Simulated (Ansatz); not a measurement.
**BaO: how the settings move a relaxation**

Question: which choices in the input matter for BaO?

Method: reference: DFT, r2SCAN, PAW with Ansatz's default frozen-core files, scalar-relativistic; relaxation of cell and atoms, in Ansatz 0.2.0.

## 1. The starting structure

It takes space group Fm-3m (No. 225, cubic). Conventional cell: a = 5.500 Å, b = 5.500 Å, c = 5.500 Å, α = 90.00°, β = 90.00°, γ = 90.00°. Ba (site symmetry m-3m) is surrounded by 6 O at 2.75 Å. O (site symmetry m-3m) has 6 Ba at 2.75 Å as nearest neighbours.

Structure file:

```
Ba O
1.0
     0.00000    2.75000    2.75000
     2.75000    0.00000    2.75000
     2.75000    2.75000    0.00000
Ba O
1 1
Direct
  0.00000 0.00000 0.00000
  0.50000 0.50000 0.50000
```

## 2. Reference

The input, input.yaml:

```yaml
crystal:
  lattice:
    - [0.0, 2.75, 2.75]
    - [2.75, 0.0, 2.75]
    - [2.75, 2.75, 0.0]
  atoms:
    - { symbol: Ba, position: [0.0, 0.0, 0.0] }
    - { symbol: O, position: [0.5, 0.5, 0.5] }
kpoints:
  mp_grid: { grid: [10, 10, 10] }
scf:
  occupations: { method: fermi_dirac, width: 0.08 }
hamiltonian:
  xc: r2scan
  pseudopotentials: { kind: paw }
relax:
  f_tol: 0.002
  max_steps: 80
  cell: {}
output:
  forces: true
  stress: true
  write_density: true
  write_potential: true
  elf: true
  volumetric_format: npy
```

On the command line:

```console
ansatz run input.yaml --threads 1 --pin off --max-ram 3072MiB --backend cpu --events-out ev --progress --plain --runs-dir out
```

## 3. A run with other settings

The input, input.yaml:

```yaml
crystal:
  lattice:
    - [0.0, 2.75, 2.75]
    - [2.75, 0.0, 2.75]
    - [2.75, 2.75, 0.0]
  atoms:
    - { symbol: Ba, position: [0.0, 0.0, 0.0] }
    - { symbol: O, position: [0.5, 0.5, 0.5] }
kpoints:
  mp_grid: { grid: [8, 8, 8] }
scf:
  occupations: { method: fixed }
hamiltonian:
  xc: pbesol
  pseudopotentials: { kind: paw }
relax:
  f_tol: 0.002
  max_steps: 80
  cell: {}
output:
  forces: true
  stress: true
```

(Steps that only read results are left out.)

**Question.** What will these runs give? Wanted: for each run, ending; energy change; pressure; gap; force.

As calculated:

```
                                                           run     ending   energy change  pressure (GPa)  gap (eV)  force (eV/Å)  cycles   time
                                                     reference  converged               -             0.0      2.38          0.00      32   12 s
1: mp_grid.grid [8, 8, 8], occupations.method fixed, xc pbesol  converged  not comparable             0.0      1.84          0.00      24  2.8 s
```

Times don't compare one to one where runs were asked for different outputs or read a saved state (see the inputs); cycles may leave out searches for a lower state.

What this shows: After a change of functional the difference of the totals has no physical meaning; the gap on the mesh goes from 2.38 to 1.84 eV and the final volume goes from 42.61 to 41.38 Å³. The k-point mesh and smearing changed too. The gap of the reference lacks spin-orbit coupling, though the cell holds Ba.
